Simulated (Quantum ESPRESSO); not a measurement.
A calculation with Quantum ESPRESSO 7.5 of Sr (native input, structure typed inline):

File pw.in:

```
&CONTROL
  calculation = 'scf'
  prefix = 'pwscf'
  outdir = './tmp'
  pseudo_dir = './pseudo'
  tprnfor = .true.
  tstress = .true.
  disk_io = 'low'
/
&SYSTEM
  ibrav = 0
  nat = 1
  ntyp = 1
  ecutwfc = 45
  ecutrho = 360
  nbnd = 10
  occupations = 'smearing'
  smearing = 'fd'
  degauss = 0.00367493
/
&ELECTRONS
  conv_thr = 2d-10
  electron_maxstep = 120
  mixing_beta = 0.5
/
ATOMIC_SPECIES
Sr    87.6200 sr_pbesol_v1.uspp.F.UPF
CELL_PARAMETERS angstrom
   0.0000000000    3.0423500000    3.0423500000
   3.0423500000    0.0000000000    3.0423500000
   3.0423500000    3.0423500000    0.0000000000
ATOMIC_POSITIONS crystal
Sr     0.0000000000    0.0000000000    0.0000000000
K_POINTS automatic
8 8 8 0 0 0
```

File pp_density.in:

```
&INPUTPP
  prefix = 'pwscf'
  outdir = './tmp'
  filplot = 'density.dat'
  plot_num = 0
/
&PLOT
  nfile = 1
  filepp(1) = 'density.dat'
  iflag = 3
  output_format = 6
  fileout = 'density.cube'
/
```

File pp_potential.in:

```
&INPUTPP
  prefix = 'pwscf'
  outdir = './tmp'
  filplot = 'potential.dat'
  plot_num = 11
/
&PLOT
  nfile = 1
  filepp(1) = 'potential.dat'
  iflag = 3
  output_format = 6
  fileout = 'potential.cube'
/
```

Potentials or basis: GBRV 1.5 PBEsol.

The run is started by

```console
$ OMP_NUM_THREADS=1 mpirun -n 2 pw.x -nk 2 -in pw.in > pw.out
$ OMP_NUM_THREADS=1 mpirun -n 1 pp.x -in pp_density.in > pp_density.out
$ OMP_NUM_THREADS=1 mpirun -n 1 pp.x -in pp_potential.in > pp_potential.out
```

Question: Write the same calculation in another form: ASE script, structure from a P1 CIF.

Answer: As run:

File run.py:

```python
import numpy as np
from ase.calculators.espresso import Espresso, EspressoProfile
from ase.io import read

atoms = read('Sr.cif')

input_data = {
    'control': {'calculation': 'scf', 'prefix': 'pwscf', 'outdir': './tmp', 'tprnfor': True, 'tstress': True, 'disk_io': 'nowf'},
    'system': {'ecutwfc': 45.0, 'ecutrho': 360.0, 'nbnd': 10, 'occupations': 'smearing', 'smearing': 'fd', 'degauss': 0.00367493},
    'electrons': {'conv_thr': 2e-10, 'electron_maxstep': 120, 'mixing_beta': 0.5},
}
pseudopotentials = {'Sr': 'sr_pbesol_v1.uspp.F.UPF'}
profile = EspressoProfile(command='mpirun -n 2 pw.x -nk 2', pseudo_dir='pseudo')
dft = Espresso(profile=profile, input_data=input_data, pseudopotentials=pseudopotentials, kpts=(8, 8, 8), koffset=(0, 0, 0))
atoms.calc = dft

print(f'energy {atoms.get_potential_energy():.8f} eV')
print('forces (eV/A)')
print(np.round(atoms.get_forces(), 6))
print('stress (eV/A^3, Voigt)')
print(np.round(atoms.get_stress(), 8))
print(f'Fermi level {dft.get_fermi_level():.4f} eV')
```

Sr.cif

```cif
data_Sr
_cell_length_a 4.30253263
_cell_length_b 4.30253263
_cell_length_c 4.30253263
_cell_angle_alpha 60.00000000
_cell_angle_beta 60.00000000
_cell_angle_gamma 60.00000000
_space_group_name_H-M_alt 'P1'
_space_group_name_Hall 'P 1'
_space_group_IT_number 1
loop_
_space_group_symop_operation_xyz
'x,y,z'
loop_
_atom_site_label
_atom_site_type_symbol
_atom_site_symmetry_multiplicity
_atom_site_Wyckoff_symbol
_atom_site_fract_x
_atom_site_fract_y
_atom_site_fract_z
_atom_site_occupancy
Sr1 Sr 1 a 0.0000000000 0.0000000000 0.0000000000 1
```

Potentials or basis: GBRV 1.5 PBEsol.

The run is started by

```sh
$ OMP_NUM_THREADS=1 python run.py
```

Both were run:

|  | native input, structure typed inline | ASE script, structure from a P1 CIF |
| --- | --- | --- |
| Pressure | -0.9 GPa | -0.9 GPa |
| Band gap on the k mesh | none (metal or under the smearing width) | none (metal or under the smearing width) |

Keys that steer only the numerical path or the files written may differ.
